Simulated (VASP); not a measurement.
VASP 6.6.1 run: Mg2Ge

INCAR

```
GGA = PE
ENCUT = 520
LASPH = .TRUE.
ISIF = 2
ISMEAR = -1
SIGMA = 0.02
NSW = 0
NELMDL = -12
EDIFF = 1E-7
IBRION = -1
NBANDS = 16
PREC = Accurate
LWAVE = .FALSE.
LCHARG = .FALSE.
NELM = 79
LREAL = .FALSE.
```

KPOINTS

```
KPOINTS created by Atomic Simulation Environment
0
Gamma
8 8 8
0 0 0
```

POSCAR

```
Ge Mg
 1.0000000000000000
     0.0000000000000000    3.1831012375449625    3.1831012375449625
     3.1831012375449625   -0.0000000000000000    3.1831012375449625
     3.1831012375449625    3.1831012375449625   -0.0000000000000000
 Ge  Mg
   1   2
Cartesian
 -0.0000000000000000  0.0000000000000000  0.0000000000000000
  1.5915506187724813  1.5915506187724813  1.5915506187724813
  4.7746518563174440  4.7746518563174440  4.7746518563174440
```

The recommended PBE PAW datasets give the neutral cell 18 valence electrons.

Command

```
mpirun -np 1 vasp_std
```

OSZICAR

```
N       E                     dE             d eps       ncg     rms          rms(c)
DAV:   1     0.874899145446E+02    0.87490E+02   -0.88856E+03   984   0.192E+03
DAV:   2     0.290286692871E+01   -0.84587E+02   -0.81442E+02  1000   0.429E+02
DAV:   3    -0.849721878988E+01   -0.11400E+02   -0.11358E+02  1168   0.886E+01
DAV:   4    -0.882353829157E+01   -0.32632E+00   -0.32628E+00  1104   0.158E+01
DAV:   5    -0.883045500531E+01   -0.69167E-02   -0.69166E-02  1216   0.246E+00
DAV:   6    -0.883070649425E+01   -0.25149E-03   -0.25149E-03  1168   0.394E-01
DAV:   7    -0.883072025478E+01   -0.13761E-04   -0.13761E-04  1296   0.888E-02
DAV:   8    -0.883072072668E+01   -0.47190E-06   -0.47185E-06  1136   0.127E-02
DAV:   9    -0.883072075684E+01   -0.30160E-07   -0.30179E-07   992   0.311E-03
DAV:  10    -0.883072075819E+01   -0.13474E-08   -0.13842E-08   744   0.754E-04
DAV:  11    -0.883072075853E+01   -0.33970E-09   -0.28977E-09   696   0.431E-04
DAV:  12    -0.883072075863E+01   -0.10414E-09   -0.11952E-09   632   0.278E-04    0.326E+00
DAV:  13    -0.843261208913E+01    0.39811E+00   -0.43861E-01  1096   0.336E+00    0.170E+00
DAV:  14    -0.835124051575E+01    0.81372E-01   -0.24821E-01  1160   0.305E+00    0.542E-01
DAV:  15    -0.835237931544E+01   -0.11388E-02   -0.20788E-02  1168   0.206E+00    0.121E-01
DAV:  16    -0.835217009934E+01    0.20922E-03   -0.18247E-03  1200   0.710E-01    0.317E-02
DAV:  17    -0.835218725791E+01   -0.17159E-04   -0.97527E-05  1032   0.638E-02    0.115E-02
DAV:  18    -0.835219490383E+01   -0.76459E-05   -0.15925E-05   976   0.255E-02    0.351E-03
DAV:  19    -0.835219512570E+01   -0.22187E-06   -0.17264E-06  1184   0.143E-02    0.124E-03
DAV:  20    -0.835219495111E+01    0.17459E-06   -0.19333E-07   984   0.450E-03    0.218E-04
DAV:  21    -0.835219491683E+01    0.34282E-07   -0.63696E-09   504   0.517E-04
   1 F= -.83521949E+01 E0= -.83521626E+01  d E =-.646951E-04
```

Standard output (part)

```
POSCAR found type information on POSCAR GeMg
 POSCAR found :  2 types and       3 ions
 LDA part: xc-table for (Slater+PW92), standard interpolation
 POSCAR, INCAR and KPOINTS ok, starting setup
 WAVECAR not read
 entering main loop
```

From OUTCAR

```
k-points           NKPTS =     29   k-points in BZ     NKDIM =     29   number of bands    NBANDS=     16

   NELECT =      18.0000    total number of electrons

   dimension x,y,z NGX =    36 NGY =   36 NGZ =   36
   dimension x,y,z NGXF=    72 NGYF=   72 NGZF=   72

  energy-cutoff  :      520.00
  volume of cell :       64.50
      direct lattice vectors                 reciprocal lattice vectors
     0.000000000  3.183101238  3.183101238    -0.157079515  0.157079515  0.157079515
     3.183101238  0.000000000  3.183101238     0.157079515 -0.157079515  0.157079515
     3.183101238  3.183101238  0.000000000     0.157079515  0.157079515 -0.157079515

 k-points in reciprocal lattice and weights: KPOINTS created by Atomic Simulation Env
   0.00000000  0.00000000  0.00000000       0.002
   0.12500000  0.00000000  0.00000000       0.016
   0.25000000  0.00000000  0.00000000       0.016
   0.37500000  0.00000000  0.00000000       0.016
   0.50000000  0.00000000  0.00000000       0.008
   0.12500000  0.12500000  0.00000000       0.012
   0.25000000  0.12500000  0.00000000       0.047
   0.37500000  0.12500000  0.00000000       0.047
   ...

 E-fermi :   3.6460

 k-point     1 :       0.0000    0.0000    0.0000
  band No.  band energies     occupation
      1     -20.1123      2.00000
      2     -20.1123      2.00000
      3     -20.1123      2.00000
      4     -20.0939      2.00000
      5     -20.0939      2.00000
      6      -6.2049      2.00000
      7       3.5767      1.93949
      8       3.5767      1.93948
      9       3.5767      1.93948
     10       4.6646      0.00000
     11       6.4150      0.00000
     12       6.4150      0.00000
     13       6.4150      0.00000
     14       9.6980      0.00000
     15       9.6980      0.00000
     16       9.7947      0.00000

 k-point     2 :       0.1250    0.0000    0.0000
  band No.  band energies     occupation
      1     -20.1123      2.00000
      2     -20.1121      2.00000
      3     -20.1121      2.00000
      4     -20.0939      2.00000
      5     -20.0939      2.00000
      6      -6.0743      2.00000
      7       2.2327      2.00000
      8       3.4187      1.99998
      9       3.4187      1.99998
     10       5.2604      0.00000
     11       6.6934      0.00000
     12       6.6934      0.00000
     13       6.9004      0.00000
     14       8.9002      0.00000
     15       8.9002      0.00000
     16      10.1119      0.00000

 k-point     3 :       0.2500    0.0000    0.0000
  band No.  band energies     occupation
      1     -20.1122      2.00000
      2     -20.1117      2.00000
      3     -20.1117      2.00000
      4     -20.0938      2.00000
      5     -20.0938      2.00000
      6      -5.7087      2.00000
      7       0.5658      2.00000
      8       3.1299      2.00000
      9       3.1299      2.00000
     10       5.0141      0.00000
     11       6.8487      0.00000
     12       6.8487      0.00000
     13       8.3968      0.00000
     14       8.8699      0.00000
     15       8.8699      0.00000
     16       9.5185      0.00000

 ...

  Total        0.4841387      0.4841387      0.4841387      0.0000000     -0.0000000      0.0000000
  in kB       12.0253865     12.0253865     12.0253865      0.0000000     -0.0000000      0.0000000
  external PRESSURE =      12.0253865 kB  Pullay stress =       0.0000000 kB

 POSITION                                       TOTAL-FORCE (eV/Angst)
 -----------------------------------------------------------------------------------
      0.00000      0.00000      0.00000         0.000000      0.000000      0.000000
      1.59155      1.59155      1.59155        -0.000000     -0.000000     -0.000000
      4.77465      4.77465      4.77465         0.000000      0.000000      0.000000
 -----------------------------------------------------------------------------------
    total drift:                               -0.000000      0.000000      0.000000

  FREE ENERGIE OF THE ION-ELECTRON SYSTEM (eV)
  ---------------------------------------------------
  free  energy   TOTEN  =        -8.3521949168 eV

  energy  without entropy=       -8.3521302218  energy(sigma->0) =       -8.35216257
```

It converged. Results: gap between bands v and c on the k mesh 0.14 eV; least direct gap on the k mesh 1.09 eV; pressure 1.2 GPa. Band v is the last that the valence electrons fill when counted band by band, and c is the next.

For comparison, a separate PBE run of the intended cell, on usual settings and not on those above, gives a gap of 0.14 eV on its mesh and a pressure of 1.2 GPa.

The run above took about 34 s on one core of a shared host (Intel Xeon Platinum 8488C) and held 0.21 GiB at most.
